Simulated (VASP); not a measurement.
# InAs (F-43m) in VASP: notebook

The runs below take InAs through single point, with PBEsol.

Everything below comes from runs of VASP 6.6.1. Logs are shortened: lines on timing, memory, paths and dates and some standing lists are left out, and cuts for length are marked.

**The experiment to reproduce.**

From a printed reference work, data compilation, for a bulk crystal of InAs at 4.2 K: band gap 0.418 eV (direct).

The runs below are set against these values where they give the same quantity.

**1. The cell of the first run**

It takes space group F-43m (No. 216, cubic). Conventional cell: a = 6.036 Å, b = 6.036 Å, c = 6.036 Å, α = 90.00°, β = 90.00°, γ = 90.00°. In (site symmetry -43m) has 4 As at 2.61 Å within 3.4 Å. Within 3.4 Å of As (site symmetry -43m) lie 4 In at 2.61 Å.

**2. Single point, PBEsol**

INCAR

```
PREC = Accurate
ENCUT = 500
EDIFF = 1E-6
ISMEAR = -1
SIGMA = 0.05
LREAL = F
LASPH = T
NELM = 120
ALGO = Normal
ISIF = 2
LWAVE = F
LCHARG = T
GGA = PS
LELF = T
LVHAR = T
NBANDS = 16
GGA_COMPAT = F
```

KPOINTS

```
regular mesh
0
Gamma
  7 7 7
```

POSCAR

```
InAs
1.0
    0.0000000000      3.0180000000      3.0180000000
    3.0180000000      0.0000000000      3.0180000000
    3.0180000000      3.0180000000      0.0000000000
In As
1 1
Direct
    0.0000000000      0.0000000000      0.0000000000
    0.7500000000      0.7500000000      0.7500000000
```

Potentials or basis: VASP PAW PBE potentials, release 64 (In_d, As).

On the command line:

```console
$ cat potpaw_PBE.64/In_d/POTCAR potpaw_PBE.64/As/POTCAR > POTCAR
$ mpirun -np 1 vasp_std > vasp.out
```

OUTCAR:

```text
PREC = Accurate
   ENCUT = 500
   EDIFF = 1E-6
   ISMEAR = -1
   LREAL = F
   LASPH = T
   NELM = 120
   ISIF = 2
   GGA = PS

 ion  position               nearest neighbor table
   1  0.000  0.000  0.000-   2 2.61   2 2.61   2 2.61   2 2.61
   2  0.750  0.750  0.750-   1 2.61   1 2.61   1 2.61   1 2.61

  LATTYP: Found a face centered cubic cell.
 ALAT       =     6.0360000000

  Lattice vectors:

 A1 = (   0.0000000000,   3.0180000000,   3.0180000000)
 A2 = (   3.0180000000,   0.0000000000,   3.0180000000)
 A3 = (   3.0180000000,   3.0180000000,   0.0000000000)

Analysis of symmetry for initial positions (statically):
=====================================================================
 Subroutine PRICEL returns:
 Original cell was already a primitive cell.

 Routine SETGRP: Setting up the symmetry group for a
 face centered cubic supercell.

 Subroutine GETGRP returns: Found 24 space group operations
 (whereof 24 operations were pure point group operations)
 out of a pool of 48 trial point group operations.

The static configuration has the point symmetry T_d .

Analysis of symmetry for dynamics (positions and initial velocities):
=====================================================================
 Subroutine PRICEL returns:
 Original cell was already a primitive cell.

 Routine SETGRP: Setting up the symmetry group for a
 face centered cubic supercell.

 Subroutine GETGRP returns: Found 24 space group operations
 (whereof 24 operations were pure point group operations)
 out of a pool of 48 trial point group operations.

The dynamic configuration has the point symmetry T_d .

 Subroutine INISYM returns: Found 24 space group operations
 (whereof 24 operations are pure point group operations),
 and found     1 'primitive' translations

----------------------------------------------------------------------------------------

                                     Primitive cell

  volume of cell :      54.9778

  direct lattice vectors                    reciprocal lattice vectors
     0.000000000  3.018000000  3.018000000    -0.165672631  0.165672631  0.165672631
     3.018000000  0.000000000  3.018000000     0.165672631 -0.165672631  0.165672631
     3.018000000  3.018000000  0.000000000     0.165672631  0.165672631 -0.165672631

  length of vectors
     4.268096531  4.268096531  4.268096531     0.286953414  0.286953414  0.286953414

  position of ions in fractional coordinates (direct lattice)
     0.000000000  0.000000000  0.000000000
     0.750000000  0.750000000  0.750000000

  ion indices of the primitive-cell ions
   primitive index   ion index
                 1           1
                 2           2

----------------------------------------------------------------------------------------

 KPOINTS: regular mesh

Automatic generation of k-mesh.
 Grid dimensions read from file:
 generate k-points for:    7    7    7

 Generating k-lattice:

  Cartesian coordinates                     Fractional coordinates (reciprocal lattice)
    -0.023667519  0.023667519  0.023667519     0.142857143  0.000000000  0.000000000
     0.023667519 -0.023667519  0.023667519     0.000000000  0.142857143  0.000000000
     0.023667519  0.023667519 -0.023667519     0.000000000  0.000000000  0.142857143

  Length of vectors
     0.040993345  0.040993345  0.040993345

  Shift w.r.t. Gamma in fractional coordinates (k-lattice)
     0.000000000  0.000000000  0.000000000

 Subroutine IBZKPT returns following result:
 ===========================================

 Found     20 irreducible k-points:

 Following reciprocal coordinates:
            Coordinates               Weight
  0.000000  0.000000  0.000000      1.000000
  0.142857  0.000000  0.000000      8.000000
  0.285714  0.000000  0.000000      8.000000
  0.428571  0.000000  0.000000      8.000000
  0.142857  0.142857  0.000000      6.000000
  0.285714  0.142857  0.000000     24.000000
[... 12 lines left out ...]
 -0.428571  0.428571  0.142857     24.000000
 -0.285714  0.428571  0.142857     24.000000
   k-points           NKPTS =     20   k-points in BZ     NKDIM =     20   number of bands    NBANDS=     16
   number of dos      NEDOS =    301   number of ions     NIONS =      2
   total plane-waves  NPLWV =  32768
   dimension x,y,z NGX =    32 NGY =   32 NGZ =   32
   dimension x,y,z NGXF=    64 NGYF=   64 NGZF=   64
   ions per type =               1   1
   NGX,Y,Z   is equivalent  to a cutoff of  12.46, 12.46, 12.46 a.u.
   NGXF,Y,Z  is equivalent  to a cutoff of  24.93, 24.93, 24.93 a.u.
 SYSTEM =  unknown system
   PREC   = accura    normal or accurate (medium, high low for compatibility)
   ISTART =      0    job   : 0-new  1-cont  2-samecut
   ICHARG =      2    charge: 1-file 2-atom 10-const
   ISPIN  =      1    spin polarized calculation?
   LNONCOLLINEAR =      F non collinear calculations
   LSORBIT =      F    spin-orbit coupling
   LASPH  =      T    aspherical Exc in radial PAW
   ENCUT  =  500.0 eV  36.75 Ry    6.06 a.u.   7.78  7.78  7.78*2*pi/ulx,y,z
   NELM   =    120;   NELMIN=  2; NELMDL= -5     # of ELM steps
   EDIFF  = 0.1E-05   stopping-criterion for ELM
   LREAL  =      F    real-space projection
   EDIFFG = 0.1E-04   stopping-criterion for IOM
   NSW    =      0    number of steps for IOM
   IBRION =     -1    ionic relax: 0-MD 1-quasi-New 2-CG
   NFREE  =      0    steps in history (QN), initial steepest desc. (CG)
   ISIF   =      2    stress and relaxation
   ISYM   =      2    0-nonsym 1-usesym 2-fastsym
   POTIM  = 0.5000    time-step for ionic-motion
   TEBEG  =    0.0;   TEEND  =   0.0 temperature during run
   PSTRESS=    0.0 pullay stress
   NELECT =      18.0000    total number of electrons
   NUPDOWN=      -1.0000    fix difference up-down
   EMIN   =  10.00;   EMAX   =-10.00  energy-range for DOS
   EFERMI =   0.00;   METHOD = LEGACY
   ISMEAR =    -1;   SIGMA  =   0.05  broadening in eV -4-tet -1-fermi 0-gaus
   EFERMI_NEDOS =   21; number of points for ismear=-14 and -15
   IALGO  =     38    algorithm
   IMIX   =      4    mixing-type and parameters
     AMIX     =   0.40;   BMIX     =  1.00
     AMIX_MAG =   1.60;   BMIX_MAG =  1.00
  volume/ion in A,a.u.               =      27.49       185.50
  Fermi-wavevector in a.u.,A,eV,Ry     =   1.128331  2.132236 17.321990  1.273130
  Thomas-Fermi vector in A             =   2.265020
   LORBIT       =      0    0 simple, 1 ext, 2 COOP (PROOUT), +10 PAW based schemes
   GGA     = PS    functional components
   LHFCALC =     F    Hartree Fock is set to
   AEXX    =    0.0000 exact exchange contribution
   IVDW    =     0    specifies the selected vdW correction
   LEPSILON=     F    determine dielectric tensor
   LRPA    =     F    only Hartree local field effects (RPA)
 non-spin polarized calculation
  energy-cutoff  :      500.00
  volume of cell :       54.98
 maximum number of plane-waves:      1416
   NGX = 15   NGY = 15   NGZ = 15

 number of electron      17.9999991 magnetization

 Free energy of the ion-electron system (eV)
  ---------------------------------------------------
  ext. energy  EPLUGINS =         0.00000000
  ---------------------------------------------------
  free energy    TOTEN  =        -8.47476815 eV

  energy without entropy =       -8.47410104  energy(sigma->0) =       -8.47443459

 E-fermi :   4.4710     XC(G=0):  -9.3070

 val. band max:        4.4316575022   @ k =   0.0000   0.0000   0.0000
 cond. band min:       5.3466108786   @ k =   0.4286   0.0000   0.0000
 fundamental gap:      0.9149533764
 Fermi energy:         4.4709548930

 k-point     1 :       0.0000    0.0000    0.0000
  band No.  band energies     occupation
      1      -9.9162      2.00000
      2      -9.9162      2.00000
      3      -9.9162      2.00000
      4      -9.7860      2.00000
      5      -9.7860      2.00000
      6      -7.4946      2.00000
[... 8 lines left out ...]
     15      14.1103      0.00000
     16      14.1103      0.00000

 k-point     2 :       0.1429    0.0000    0.0000
  band No.  band energies     occupation
      1      -9.9436      2.00000
      2      -9.9084      2.00000
      3      -9.9084      2.00000
      4      -9.7861      2.00000
      5      -9.7861      2.00000
      6      -7.2808      2.00000
[... 8 lines left out ...]
     15      13.0808      0.00000
     16      13.0808      0.00000

 k-point     3 :       0.2857    0.0000    0.0000
  band No.  band energies     occupation
      1      -9.9999      2.00000
      2      -9.8934      2.00000
      3      -9.8934      2.00000
      4      -9.7838      2.00000
      5      -9.7838      2.00000
      6      -6.7149      2.00000
[... 8 lines left out ...]
     15      13.0977      0.00000
     16      13.0977      0.00000

 k-point     4 :       0.4286    0.0000    0.0000
  band No.  band energies     occupation
      1     -10.0411      2.00000
      2      -9.8845      2.00000
      3      -9.8845      2.00000
      4      -9.7787      2.00000
      5      -9.7787      2.00000
      6      -6.1022      2.00000
[... 8 lines left out ...]
     15      14.5412      0.00000
     16      14.5412      0.00000

 k-point     5 :       0.1429    0.1429    0.0000
  band No.  band energies     occupation
      1      -9.9600      2.00000
      2      -9.9008      2.00000
      3      -9.9008      2.00000
      4      -9.7922      2.00000
      5      -9.7815      2.00000
      6      -7.2105      2.00000
[... 8 lines left out ...]
     15      13.3272      0.00000
     16      14.3292      0.00000

 k-point     6 :       0.2857    0.1429    0.0000
  band No.  band energies     occupation
      1     -10.0050      2.00000
      2      -9.8878      2.00000
      3      -9.8846      2.00000
      4      -9.7963      2.00000
      5      -9.7775      2.00000
      6      -6.7603      2.00000
[... 8 lines left out ...]
     15      14.1191      0.00000
     16      14.1707      0.00000

 k-point     7 :       0.4286    0.1429    0.0000
  band No.  band energies     occupation
      1     -10.0438      2.00000
      2      -9.8801      2.00000
      3      -9.8741      2.00000
      4      -9.7919      2.00000
      5      -9.7748      2.00000
      6      -6.1318      2.00000
[... 8 lines left out ...]
     15      14.2984      0.00000
     16      15.1714      0.00000

 k-point     8 :      -0.4286    0.1429    0.0000
  band No.  band energies     occupation
      1     -10.0535      2.00000
      2      -9.8786      2.00000
      3      -9.8738      2.00000
      4      -9.7836      2.00000
      5      -9.7792      2.00000
      6      -5.8764      2.00000
[... 8 lines left out ...]
     15      14.2603      0.00000
     16      14.3589      0.00000

 k-point     9 :      -0.2857    0.1429    0.0000
  band No.  band energies     occupation
      1     -10.0279      2.00000
      2      -9.8834      2.00000
      3      -9.8823      2.00000
      4      -9.7879      2.00000
      5      -9.7806      2.00000
      6      -6.3406      2.00000
[... 8 lines left out ...]
     15      13.6134      0.00000
     16      15.1798      0.00000
[... 96 lines left out ...]
 k-point    15 :       0.4286    0.4286    0.0000
  band No.  band energies     occupation
      1     -10.0995      2.00000
      2      -9.8360      2.00000
      3      -9.8360      2.00000
      4      -9.8243      2.00000
      5      -9.7635      2.00000
      6      -5.6041      2.00000
[... 8 lines left out ...]
     15      15.7542      0.00000
     16      16.9215      0.00000

 k-point    16 :      -0.4286    0.4286    0.0000
  band No.  band energies     occupation
      1     -10.0992      2.00000
      2      -9.8427      2.00000
      3      -9.8356      2.00000
      4      -9.8183      2.00000
      5      -9.7663      2.00000
      6      -5.4254      2.00000
[... 8 lines left out ...]
     15      15.3700      0.00000
     16      16.6114      0.00000

 k-point    17 :       0.4286    0.2857    0.1429
  band No.  band energies     occupation
      1     -10.0419      2.00000
      2      -9.8756      2.00000
      3      -9.8681      2.00000
      4      -9.8003      2.00000
      5      -9.7747      2.00000
      6      -6.2649      2.00000
[... 8 lines left out ...]
     15      15.0854      0.00000
     16      15.5886      0.00000

 k-point    18 :      -0.4286    0.2857    0.1429
  band No.  band energies     occupation
      1     -10.0646      2.00000
      2      -9.8727      2.00000
      3      -9.8568      2.00000
      4      -9.7960      2.00000
      5      -9.7772      2.00000
      6      -5.7434      2.00000
[... 8 lines left out ...]
     15      14.6594      0.00000
     16      15.6921      0.00000

 k-point    19 :      -0.4286    0.4286    0.1429
  band No.  band energies     occupation
      1     -10.0870      2.00000
      2      -9.8547      2.00000
      3      -9.8410      2.00000
      4      -9.8110      2.00000
      5      -9.7702      2.00000
      6      -5.5372      2.00000
[... 8 lines left out ...]
     15      15.5142      0.00000
     16      16.5793      0.00000

 k-point    20 :      -0.2857    0.4286    0.1429
  band No.  band energies     occupation
      1     -10.0808      2.00000
      2      -9.8647      2.00000
      3      -9.8422      2.00000
      4      -9.8021      2.00000
      5      -9.7771      2.00000
      6      -5.4411      2.00000
[... 8 lines left out ...]
     15      14.9339      0.00000
     16      16.8839      0.00000

------------------------ aborting loop because EDIFF is reached ----------------------------------------

  FORCE on cell =-STRESS in cart. coord.  units (eV):
  Direction    XX          YY          ZZ          XY          YZ          ZX
  --------------------------------------------------------------------------------------
  -------------------------------------------------------------------------------------
  Total        0.5589182      0.5589182      0.5589182      0.0000000      0.0000000     -0.0000000
  in kB       16.2881250     16.2881250     16.2881250      0.0000000      0.0000000     -0.0000000
  external PRESSURE =      16.2881250 kB  Pullay stress =       0.0000000 kB

 VOLUME and BASIS-vectors are now :
 -----------------------------------------------------------------------------
  energy-cutoff  :      500.00
  volume of cell :       54.98
      direct lattice vectors                 reciprocal lattice vectors
     0.000000000  3.018000000  3.018000000    -0.165672631  0.165672631  0.165672631
     3.018000000  0.000000000  3.018000000     0.165672631 -0.165672631  0.165672631
     3.018000000  3.018000000  0.000000000     0.165672631  0.165672631 -0.165672631

 POSITION                                       TOTAL-FORCE (eV/Angst)
 -----------------------------------------------------------------------------------
      0.00000      0.00000      0.00000         0.000000     -0.000000     -0.000000
      4.52700      4.52700      4.52700        -0.000000      0.000000      0.000000
 -----------------------------------------------------------------------------------
    total drift:                                0.000000      0.000000      0.000000

  FREE ENERGIE OF THE ION-ELECTRON SYSTEM (eV)
  ---------------------------------------------------
  free  energy   TOTEN  =        -8.4747681487 eV

  energy  without entropy=       -8.4741010360  energy(sigma->0) =       -8.47443459
```

Wall time 9.4 s (1 thread of Intel Xeon 6975P-C (Granite Rapids), shared host); peak memory 0.18 GiB.

What came out:

| Item | Value |
| --- | --- |
| Free energy | -8.4748 eV |
| Pressure | 1.6 GPa |
| Band gap on the k mesh | zero (filled and empty bands touch) |

Levels at points of the mesh, in eV from the Fermi level:
```
           k point  band 7  band 8  band 9  band 10  band 11  band 12
(0.00, 0.00, 0.00)   -0.30   -0.04   -0.04    -0.04     3.82     3.82
```

Caveat: the PAW data sets were made with another functional, which shifts forces and pressure a little; spin-orbit coupling is left out, which moves the levels of the heavy elements.

**3. Single point, PBEsol**

This run uses another cell than the first one, of 21.31 Å³/atom, 0.775 times its volume.

Changes to INCAR since step 2:

```diff
@@ -11,6 +11,4 @@
 LWAVE = F
-LCHARG = T
+LCHARG = F
 GGA = PS
-LELF = T
-LVHAR = T
 NBANDS = 16
```

KPOINTS

```
regular mesh
0
Gamma
  8 8 8
```

POSCAR

```
InAs
1.0
    0.0000000000      2.7723617402      2.7723617402
    2.7723617402      0.0000000000      2.7723617402
    2.7723617402      2.7723617402      0.0000000000
In As
1 1
Direct
    0.0000000000      0.0000000000      0.0000000000
    0.7500000000      0.7500000000      0.7500000000
```

Potentials or basis: VASP PAW PBE potentials, release 64 (In_d, As).

On the command line:

```console
$ cat potpaw_PBE.64/In_d/POTCAR potpaw_PBE.64/As/POTCAR > POTCAR
$ mpirun -np 1 vasp_std > vasp.out
```

It took 17 s on 1 thread of Intel Xeon 6975P-C (Granite Rapids), shared host; peak memory 0.17 GiB.

Results (log left out):

```
Free energy            : -7.4782 eV
Pressure               : 30.3 GPa
Band gap on the k mesh : 0.89 eV, indirect (least direct gap 1.00 eV)
```

Levels at points of the mesh, in eV from the valence-band top:
| k point | band 6 | band 7 | band 8 | band 9 | band 10 | band 11 | band 12 | band 13 |
| --- | --- | --- | --- | --- | --- | --- | --- | --- |
| (0.00, 0.00, 0.00) | -13.97 | 0.00 | 0.00 | 0.00 | 1.00 | 3.85 | 3.85 | 3.85 |
| (0.50, 0.00, 0.00) | -11.46 | -7.47 | -1.47 | -1.47 | 1.44 | 4.64 | 4.64 | 6.73 |
| (0.50, 0.50, 0.00) | -10.62 | -7.24 | -3.41 | -3.41 | 0.89 | 1.81 | 10.96 | 11.08 |

Caveat: the PAW data sets were made with another functional, which shifts forces and pressure a little; spin-orbit coupling is left out, which moves the levels of the heavy elements. A k mesh can miss the band edges.

**4. Single point, PBEsol**

This run uses another cell than the first one, of 22.71 Å³/atom, 0.826 times its volume.

INCAR

```
ALGO = Normal
EDIFF = 1E-6
ENCUT = 500
GGA = PS
GGA_COMPAT = F
ISIF = 2
ISMEAR = -1
LASPH = T
LCHARG = F
LREAL = F
LWAVE = F
NBANDS = 16
NELM = 120
PREC = Accurate
SIGMA = 0.05
```

KPOINTS

```
k-points
0
Gamma
  8 8 8
```

POSCAR

```
InAs
1.0
    0.0000000000      2.8318567298      2.8318567298
    2.8318567298      0.0000000000      2.8318567298
    2.8318567298      2.8318567298      0.0000000000
In As
1 1
Direct
    0.0000000000      0.0000000000      0.0000000000
    0.7500000000      0.7500000000      0.7500000000
```

On the command line:

```console
$ cat potpaw_PBE.64/In_d/POTCAR potpaw_PBE.64/As/POTCAR > POTCAR
$ mpirun -np 1 vasp_std > vasp.out
```

Wall time 13 s (1 thread of Intel Xeon 6975P-C (Granite Rapids), shared host); peak memory 0.17 GiB.

Results (log left out):

```
Free energy            : -7.9162 eV
Pressure               : 20.2 GPa
Band gap on the k mesh : 0.70 eV, direct
```

Levels at points of the mesh, in eV from the valence-band top:
```csv
k point,band 7,band 8,band 9,band 10,band 11,band 12
"(0.00, 0.00, 0.00)",0.00,0.00,0.00,0.70,3.87,3.87
"(0.50, 0.00, 0.00)",-7.01,-1.34,-1.34,1.30,4.66,4.66
"(0.50, 0.50, 0.00)",-6.87,-3.11,-3.11,1.04,1.89,10.46
```

Caveat: the PAW data sets were made with another functional, which shifts forces and pressure a little; spin-orbit coupling is left out, which moves the levels of the heavy elements.

**5. Overview**

| cell | k mesh | gap on the mesh (eV) | pressure (GPa) |
| --- | --- | --- | --- |
| a = 4.268 Å, angles 60.0°, 2 atoms | 7 × 7 × 7 | none | 1.6 |
| a = 3.921 Å, angles 60.0°, 2 atoms | 8 × 8 × 8 | 0.89 | 30.3 |
| a = 4.005 Å, angles 60.0°, 2 atoms | 8 × 8 × 8 | 0.70 | 20.2 |

Alike in all rows: task single point; level PBEsol; potentials or basis VASP PAW PBE potentials, release 64 (In_d, As); no spin polarisation; cutoff (eV) 500; smearing fermi-dirac 0.05 eV.

Caveats: the PAW data sets were made with another functional, which shifts forces and pressure a little; spin-orbit coupling is left out, which moves the levels of the heavy elements.

Total energies depend on the potentials used, so only differences within one code and one set of settings carry meaning.

**6. Against experiment**

Step 2. Against the measured gap of InAs, 0.418 eV (direct; 4.2 K; a printed reference work, data compilation), the calculated 0.00 eV is off by -0.42 eV. Spin-orbit coupling on As, In is left out. The value is that of PBEsol on a finite k mesh, which can miss the band edges, without temperature or zero-point motion. Semilocal functionals fall short of measured gaps as a rule.
